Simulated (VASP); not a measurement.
# MgO (P6_3mc) in VASP: notebook

Aim: see how the results for MgO move with the level of theory and the settings. Levels: PBEsol, RPBE. Tasks: relaxation of cell and atoms.

All numbers are computed with VASP 6.6.1; they aren't measurements. Logs are shortened: lines on timing, memory, paths and dates and some standing lists are left out, and cuts for length are marked.

## 1. The crystal as given

It takes space group P6_3mc (No. 186, hexagonal). The conventional cell has a = 3.308 Å, b = 3.308 Å, c = 4.983 Å, α = 90.00°, β = 90.00°, γ = 120.00°. Mg (site symmetry 3m) is surrounded by 4 O at 1.97 to 1.99 Å. Around O (site symmetry 3m) lie 4 Mg at 1.97 to 1.99 Å.

Measurements of this composition are mostly on another form, of space group No. 225.

## 2. Relaxation of cell and atoms, PBEsol

The input, INCAR:

```
SYSTEM = MgO
PREC = Accurate ; ENCUT = 480
EDIFF = 1E-7 ; ISMEAR = 0
SIGMA = 0.02 ; LREAL = .False.
LASPH = .True. ; NELM = 60
ALGO = Normal ; ISIF = 3
LWAVE = .False. ; LCHARG = .False.
GGA = PS ; IBRION = 2
NSW = 90 ; EDIFFG = -0.005
```

The input, KPOINTS:

```
Automatic mesh
0
Gamma
  9 9 6
  0 0 0
```

The input, POSCAR:

```
MgO
1.0
    3.3077869900      0.0000000000      0.0000000000
   -1.6538934900      2.8646275600      0.0000000000
    0.0000000000      0.0000000000      4.9828816700
Mg O
2 2
Direct
    0.3333333300      0.6666666700      0.0021597400
    0.6666666700      0.3333333300      0.5021597400
    0.3333333300      0.6666666700      0.4024402600
    0.6666666700      0.3333333300      0.9024402600
```

Potentials or basis: VASP PAW PBE potentials, release 64 (Mg, O_s).

Run with:

```
cat potpaw_PBE.64/Mg/POTCAR potpaw_PBE.64/O_s/POTCAR > POTCAR
mpirun -np 1 vasp_std > vasp.out
```

OUTCAR:

```text
SYSTEM = MgO
   PREC = Accurate
   ENCUT = 480
   EDIFF = 1E-7
   ISMEAR = 0
   LREAL = .False.
   LASPH = .True.
   NELM = 60
   ISIF = 3
   GGA = PS
   IBRION = 2
   NSW = 90
   EDIFFG = -0.005

 ion  position               nearest neighbor table
   1  0.333  0.667  0.002-   4 1.97   4 1.97   4 1.97   3 1.99   2 3.14   2 3.14   2 3.14   2 3.14
                             2 3.14   2 3.14
   2  0.667  0.333  0.502-   3 1.97   3 1.97   3 1.97   4 1.99   1 3.14   1 3.14   1 3.14   1 3.14
                             1 3.14   1 3.14
   3  0.333  0.667  0.402-   2 1.97   2 1.97   2 1.97   1 1.99
   4  0.667  0.333  0.902-   1 1.97   1 1.97   1 1.97   2 1.99

  LATTYP: Found a hexagonal cell.
 ALAT       =     3.3077869900
 C/A-ratio  =     1.5064094771

  Lattice vectors:

 A1 = (   3.3077869900,   0.0000000000,   0.0000000000)
 A2 = (  -1.6538934900,   2.8646275600,   0.0000000000)
 A3 = (   0.0000000000,   0.0000000000,   4.9828816700)

Analysis of symmetry for initial positions (statically):
=====================================================================
 Subroutine PRICEL returns:
 Original cell was already a primitive cell.

 Routine SETGRP: Setting up the symmetry group for a
 hexagonal supercell.

 Subroutine GETGRP returns: Found 12 space group operations
 (whereof  6 operations were pure point group operations)
 out of a pool of 24 trial point group operations.

The static configuration has the point symmetry C_3v.
 The point group associated with its full space group is C_6v.

Analysis of symmetry for dynamics (positions and initial velocities):
=====================================================================
 Subroutine PRICEL returns:
 Original cell was already a primitive cell.

 Routine SETGRP: Setting up the symmetry group for a
 hexagonal supercell.

 Subroutine GETGRP returns: Found 12 space group operations
 (whereof  6 operations were pure point group operations)
 out of a pool of 24 trial point group operations.

The dynamic configuration has the point symmetry C_3v.
 The point group associated with its full space group is C_6v.

 Subroutine INISYM returns: Found 12 space group operations
 (whereof  6 operations are pure point group operations),
 and found     1 'primitive' translations

----------------------------------------------------------------------------------------

                                     Primitive cell

  volume of cell :      47.2157

  direct lattice vectors                    reciprocal lattice vectors
     3.307786990  0.000000000  0.000000000     0.302316928  0.174542759  0.000000000
    -1.653893490  2.864627560  0.000000000     0.000000000  0.349085520  0.000000000
     0.000000000  0.000000000  4.982881670     0.000000000  0.000000000  0.200687086

  length of vectors
     3.307786990  3.307786984  4.982881670     0.349085519  0.349085520  0.200687086

  position of ions in fractional coordinates (direct lattice)
     0.333333330  0.666666670  0.002159740
     0.666666670  0.333333330  0.502159740
     0.333333330  0.666666670  0.402440260
     0.666666670  0.333333330  0.902440260

  ion indices of the primitive-cell ions
   primitive index   ion index
                 1           1
                 2           2
                 3           3
                 4           4

----------------------------------------------------------------------------------------

 KPOINTS: Automatic mesh

Automatic generation of k-mesh.
 Grid dimensions read from file:
 generate k-points for:    9    9    6

 Generating k-lattice:

  Cartesian coordinates                     Fractional coordinates (reciprocal lattice)
     0.033590770  0.019393640  0.000000000     0.111111111  0.000000000  0.000000000
     0.000000000  0.038787280  0.000000000     0.000000000  0.111111111  0.000000000
     0.000000000  0.000000000  0.033447848     0.000000000  0.000000000  0.166666667

  Length of vectors
     0.038787280  0.038787280  0.033447848

  Shift w.r.t. Gamma in fractional coordinates (k-lattice)
     0.000000000  0.000000000  0.000000000

 Subroutine IBZKPT returns following result:
 ===========================================

 Found     48 irreducible k-points:

 Following reciprocal coordinates:
            Coordinates               Weight
  0.000000  0.000000  0.000000      1.000000
  0.111111 -0.000000  0.000000      6.000000
  0.222222  0.000000  0.000000      6.000000
  0.333333  0.000000  0.000000      6.000000
  0.444444  0.000000  0.000000      6.000000
  0.111111  0.111111  0.000000      6.000000
[... 16 lines left out ...]
  0.333333  0.222222  0.166667     24.000000
  0.333333  0.333333  0.166667      4.000000
 [... further k-points ...]
   k-points           NKPTS =     48   k-points in BZ     NKDIM =     48   number of bands    NBANDS=     12
   number of dos      NEDOS =    301   number of ions     NIONS =      4
   total plane-waves  NPLWV =  20736
   dimension x,y,z NGX =    24 NGY =   24 NGZ =   36
   dimension x,y,z NGXF=    48 NGYF=   48 NGZF=   72
   ions per type =               2   2
   NGX,Y,Z   is equivalent  to a cutoff of  12.06, 12.06, 12.01 a.u.
   NGXF,Y,Z  is equivalent  to a cutoff of  24.12, 24.12, 24.02 a.u.
 SYSTEM =  MgO
   PREC   = accura    normal or accurate (medium, high low for compatibility)
   ISTART =      0    job   : 0-new  1-cont  2-samecut
   ICHARG =      2    charge: 1-file 2-atom 10-const
   ISPIN  =      1    spin polarized calculation?
   LNONCOLLINEAR =      F non collinear calculations
   LSORBIT =      F    spin-orbit coupling
   LASPH  =      T    aspherical Exc in radial PAW
   ENCUT  =  480.0 eV  35.28 Ry    5.94 a.u.   5.91  5.91  8.90*2*pi/ulx,y,z
   NELM   =     60;   NELMIN=  2; NELMDL= -5     # of ELM steps
   EDIFF  = 0.1E-06   stopping-criterion for ELM
   LREAL  =      F    real-space projection
   EDIFFG = -.5E-02   stopping-criterion for IOM
   NSW    =     90    number of steps for IOM
   IBRION =      2    ionic relax: 0-MD 1-quasi-New 2-CG
   NFREE  =      1    steps in history (QN), initial steepest desc. (CG)
   ISIF   =      3    stress and relaxation
   ISYM   =      2    0-nonsym 1-usesym 2-fastsym
   POTIM  = 0.5000    time-step for ionic-motion
   TEBEG  =    0.0;   TEEND  =   0.0 temperature during run
   PSTRESS=    0.0 pullay stress
   NELECT =      16.0000    total number of electrons
   NUPDOWN=      -1.0000    fix difference up-down
   EMIN   =  10.00;   EMAX   =-10.00  energy-range for DOS
   EFERMI =   0.00;   METHOD = LEGACY
   ISMEAR =     0;   SIGMA  =   0.02  broadening in eV -4-tet -1-fermi 0-gaus
   EFERMI_NEDOS =   21; number of points for ismear=-14 and -15
   IALGO  =     38    algorithm
   IMIX   =      4    mixing-type and parameters
     AMIX     =   0.40;   BMIX     =  1.00
     AMIX_MAG =   1.60;   BMIX_MAG =  1.00
  volume/ion in A,a.u.               =      11.80        79.66
  Fermi-wavevector in a.u.,A,eV,Ry     =   1.141351  2.156842 17.724080  1.302683
  Thomas-Fermi vector in A             =   2.278052
   LORBIT       =      0    0 simple, 1 ext, 2 COOP (PROOUT), +10 PAW based schemes
   GGA     = PS    functional components
   LHFCALC =     F    Hartree Fock is set to
   AEXX    =    0.0000 exact exchange contribution
   IVDW    =     0    specifies the selected vdW correction
   LEPSILON=     F    determine dielectric tensor
   LRPA    =     F    only Hartree local field effects (RPA)
 conjugate gradient relaxation of ions
 non-spin polarized calculation
 Gauss-broadening in eV      SIGMA  =   0.02
  energy-cutoff  :      480.00
  volume of cell :       47.22
 maximum number of plane-waves:      1142
 NGX is ok and might be reduce to    24
   NGX = 11   NGY = 11   NGZ = 17

--------------------------------------- Ionic step        1  -------------------------------------------

 number of electron      15.9999993 magnetization

 Free energy of the ion-electron system (eV)
  ---------------------------------------------------
  ext. energy  EPLUGINS =         0.00000000
  ---------------------------------------------------
  free energy    TOTEN  =       -24.54937077 eV

  energy without entropy =      -24.54937077  energy(sigma->0) =      -24.54937077

------------------------ aborting loop because EDIFF is reached ----------------------------------------

  FORCE on cell =-STRESS in cart. coord.  units (eV):
  Direction    XX          YY          ZZ          XY          YZ          ZX
  --------------------------------------------------------------------------------------
  -------------------------------------------------------------------------------------
  Total       -0.0191595     -0.0191595      0.0036974     -0.0000000      0.0000000      0.0000000
  in kB       -0.6501435     -0.6501435      0.1254633     -0.0000000      0.0000000      0.0000000
  external PRESSURE =      -0.3916079 kB  Pullay stress =       0.0000000 kB
[... 213 lines left out ...]
  energy  without entropy=      -24.5494850823  energy(sigma->0) =      -24.54948508

--------------------------------------- Ionic step        7  -------------------------------------------

 number of electron      15.9999993 magnetization

 Free energy of the ion-electron system (eV)
  ---------------------------------------------------
  ext. energy  EPLUGINS =         0.00000000
  ---------------------------------------------------
  free energy    TOTEN  =       -24.54954114 eV

  energy without entropy =      -24.54954114  energy(sigma->0) =      -24.54954114

 E-fermi :   1.3699     XC(G=0):  -9.9784

 val. band max:        1.2372366872   @ k =   0.0000   0.0000   0.0000
 cond. band min:       4.6065092810   @ k =   0.0000   0.0000   0.0000
 fundamental gap:      3.3692725938
 Fermi energy:         1.3699298888

 k-point     1 :       0.0000    0.0000    0.0000
  band No.  band energies     occupation
      1     -14.9261      2.00000
      2     -14.1064      2.00000
      3      -2.0809      2.00000
      4       0.4858      2.00000
      5       0.4858      2.00000
      6       0.8194      2.00000
      7       0.8194      2.00000
      8       1.2372      2.00000
      9       4.6065      0.00000
     10       9.6535      0.00000
     11      11.4339      0.00000
     12      15.2719      0.00000
[... 331 lines left out ...]
 k-point    24 :       0.3333    0.3333    0.1667
  band No.  band energies     occupation
      1     -14.0898      2.00000
      2     -14.0898      2.00000
      3      -1.4767      2.00000
      4      -0.9740      2.00000
      5      -0.9740      2.00000
      6      -0.1929      2.00000
      7       0.3194      2.00000
      8       0.3194      2.00000
      9       9.4320      0.00000
     10       9.4783      0.00000
     11      11.2289      0.00000
     12      11.2289      0.00000

 [... further k-points ...]

------------------------ aborting loop because EDIFF is reached ----------------------------------------

  FORCE on cell =-STRESS in cart. coord.  units (eV):
  Direction    XX          YY          ZZ          XY          YZ          ZX
  --------------------------------------------------------------------------------------
  -------------------------------------------------------------------------------------
  Total       -0.0094192     -0.0094192      0.0187194     -0.0000000      0.0000000      0.0000000
  in kB       -0.3193524     -0.3193524      0.6346714     -0.0000000      0.0000000      0.0000000
  external PRESSURE =      -0.0013445 kB  Pullay stress =       0.0000000 kB
[... 19 lines left out ...]
  FREE ENERGIE OF THE ION-ELECTRON SYSTEM (eV)
  ---------------------------------------------------
  free  energy   TOTEN  =       -24.5495411412 eV

  energy  without entropy=      -24.5495411412  energy(sigma->0) =      -24.54954114

 reached required accuracy - stopping structural energy minimisation
```

It took 32 s on 1 thread of Intel Xeon 6975P-C (Granite Rapids), shared host; peak memory 0.16 GiB.

Results:

| Item | Value |
| --- | --- |
| Free energy | -24.5495 eV |
| Relaxed volume | 11.81 Å³/atom |
| Relaxed cell | a = 3.302 Å, b = 3.302 Å, c = 5.005 Å, α = 90.00°, β = 90.00°, γ = 120.00° |
| Space group after relaxing (to 0.05 Å) | P6_3mc (No. 186) |
| Energy gained by relaxing | 0.0 meV/atom |
| Ionic steps | 7 |
| Pressure after relaxing | 0.0 GPa |
| Largest force after relaxing | 0.003 eV/Å |
| Band gap on the k mesh | 3.37 eV, direct |

Forces on the atoms (eV/Å):
```
Mg   0.000  0.000 -0.003
Mg   0.000  0.000 -0.003
O    0.000  0.000  0.003
O    0.000  0.000  0.003
```

The path:
```csv
step,energy change (eV),largest force (eV/Å),pressure (GPa),volume (Å³)
1,0.0000,0.0086,-0.04,47.22
2,0.0000,0.0057,0.03,47.20
3,0.0000,0.0025,0.09,47.18
4,0.0000,0.0023,0.08,47.18
5,-0.0001,0.0017,0.07,47.19
6,-0.0001,0.0003,0.05,47.21
7,-0.0002,0.0031,0.00,47.26
```

Final structure:
```cif
data_structure
_symmetry_space_group_name_H-M 'P 1'
_symmetry_Int_Tables_number 1
_cell_length_a 3.3019
_cell_length_b 3.3019
_cell_length_c 5.0050
_cell_angle_alpha 90.000
_cell_angle_beta 90.000
_cell_angle_gamma 120.000
_cell_volume 47.26
loop_
_atom_site_label
_atom_site_type_symbol
_atom_site_fract_x
_atom_site_fract_y
_atom_site_fract_z
_atom_site_occupancy
Mg1 Mg 0.33333 0.66667 0.00332 1
Mg2 Mg 0.66667 0.33333 0.50332 1
O1 O 0.33333 0.66667 0.40128 1
O2 O 0.66667 0.33333 0.90128 1
```

Levels at points of the mesh, in eV from the valence-band top:
| k point | band 5 | band 6 | band 7 | band 8 | band 9 | band 10 | band 11 | band 12 |
| --- | --- | --- | --- | --- | --- | --- | --- | --- |
| (0.00, 0.00, 0.00) | -0.75 | -0.42 | -0.42 | 0.00 | 3.37 | 8.42 | 10.20 | 14.03 |
| (0.00, 0.00, 0.50) | -0.59 | -0.59 | -0.59 | -0.59 | 5.89 | 5.89 | 13.08 | 13.08 |

Caveat: the PAW data sets were made with another functional, which shifts forces and pressure a little; an odd mesh through Γ misses points on the zone boundary, where band edges often lie.

## 3. Relaxation of cell and atoms, RPBE

The input, INCAR:

```
SYSTEM = MgO
PREC = Accurate ; ENCUT = 600
EDIFF = 1E-7 ; ISMEAR = 0
SIGMA = 0.02 ; LREAL = .False.
LASPH = .True. ; NELM = 60
ALGO = Normal ; ISIF = 3
LWAVE = .False. ; LCHARG = .False.
GGA = RP ; IBRION = 2
NSW = 90 ; EDIFFG = -0.005
```

KPOINTS is that of step 2.

POSCAR is that of step 2.

Potentials or basis: VASP PAW PBE potentials, release 64 (Mg, O).

Run with:

```
cat potpaw_PBE.64/Mg/POTCAR potpaw_PBE.64/O/POTCAR > POTCAR
mpirun -np 1 vasp_std > vasp.out
```

Wall time 91 s (1 thread of Intel Xeon 6975P-C (Granite Rapids), shared host); peak memory 0.2 GiB.

It converged, with:

```yaml
Free_energy: -22.3328 eV
Relaxed_volume: 12.48 Å³/atom
Relaxed_cell: a = 3.336 Å, b = 3.336 Å, c = 5.180 Å, α = 90.00°, β = 90.00°, γ = 120.00°
Space_group_after_relaxing_to_0.05_Å: P6_3mc (No. 186)
Energy_gained_by_relaxing: 12.9 meV/atom
Ionic_steps: 12
Pressure_after_relaxing: 0.0 GPa
Largest_force_after_relaxing: 0.003 eV/Å
Band_gap_on_the_k_mesh: 3.42 eV, direct
```

Forces on the atoms (eV/Å):
```
Mg   0.000  0.000 -0.003
Mg   0.000  0.000 -0.003
O    0.000  0.000  0.003
O    0.000  0.000  0.003
```

The path:
| step | energy change (eV) | largest force (eV/Å) | pressure (GPa) | volume (Å³) |
| --- | --- | --- | --- | --- |
| 1 | 0.0000 | 0.0066 | 6.21 | 47.22 |
| 2 | -0.0425 | 0.0581 | -1.51 | 50.41 |
| 3 | -0.0459 | 0.0448 | 0.02 | 49.69 |
| 4 | -0.0459 | 0.0458 | -0.10 | 49.74 |
| 5 | -0.0469 | 0.0506 | -0.10 | 49.77 |
| 6 | -0.0491 | 0.0623 | -0.11 | 49.85 |
| 7 | -0.0506 | 0.0754 | -0.16 | 50.01 |
| 8 | -0.0512 | 0.0416 | -0.10 | 50.00 |
| 9 | -0.0514 | 0.0100 | -0.05 | 49.99 |
| 10 | -0.0515 | 0.0057 | -0.03 | 49.97 |
| 11 | -0.0516 | 0.0067 | 0.00 | 49.94 |
| 12 | -0.0516 | 0.0030 | 0.00 | 49.93 |

Final structure:
```
Mg O
1.0
     3.33642    0.00000    0.00000
    -1.66821    2.88943    0.00000
     0.00000    0.00000    5.17969
Mg O
2 2
Direct
  0.33333 0.66667 0.00711
  0.66667 0.33333 0.50711
  0.33333 0.66667 0.39749
  0.66667 0.33333 0.89749
```

Levels at points of the mesh, in eV from the valence-band top:
| k point | band 6 | band 7 | band 8 | band 9 | band 10 | band 11 |
| --- | --- | --- | --- | --- | --- | --- |
| (0.00, 0.00, 0.00) | -0.27 | -0.27 | 0.00 | 3.42 | 8.34 | 9.96 |
| (0.00, 0.00, 0.50) | -0.42 | -0.42 | -0.42 | 5.82 | 5.82 | 12.82 |

Caveat: the PAW data sets were made with another functional, which shifts forces and pressure a little; an odd mesh through Γ misses points on the zone boundary, where band edges often lie.
